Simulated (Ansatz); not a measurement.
```cif
data_structure
_symmetry_space_group_name_H-M 'P 1'
_symmetry_Int_Tables_number 1
_cell_length_a 2.8727
_cell_length_b 2.8727
_cell_length_c 2.8727
_cell_angle_alpha 60.000
_cell_angle_beta 60.000
_cell_angle_gamma 60.000
_cell_volume 16.76
loop_
_atom_site_label
_atom_site_type_symbol
_atom_site_fract_x
_atom_site_fract_y
_atom_site_fract_z
_atom_site_occupancy
Mg1 Mg 0.00000 0.00000 0.00000 1
O1 O 0.50000 0.50000 0.50000 1
```

* orbitals: PBE
* datasets: hard PAW set made for 700 eV
* k mesh: 4×4×4
* empty bands: 108
* response cutoff: 200 eV
* wave cutoff: 700 eV
* frequencies: contour deformation
* q → 0 term: analytic weight of Carrier, Rohra and Görling
* band sums: cut at the band count

Program: Ansatz. The Kohn-Sham gap (direct at Γ) is 5.86 eV and the electronic dielectric constant on this mesh 3.1.

Question: By how much does G0W0 change the gap?

Answer: By +2.79 eV, to 8.65 eV. The valence edge moves by -1.60 eV (Z = 0.80) and the conduction edge by +1.20 eV (Z = 0.85).

The cell is a model at fixed atoms and needn't be the relaxed known crystal. The mesh is coarse, so these are values at the stated settings, not converged ones. Band sums or response are cut, so the gap isn't at its basis limit.
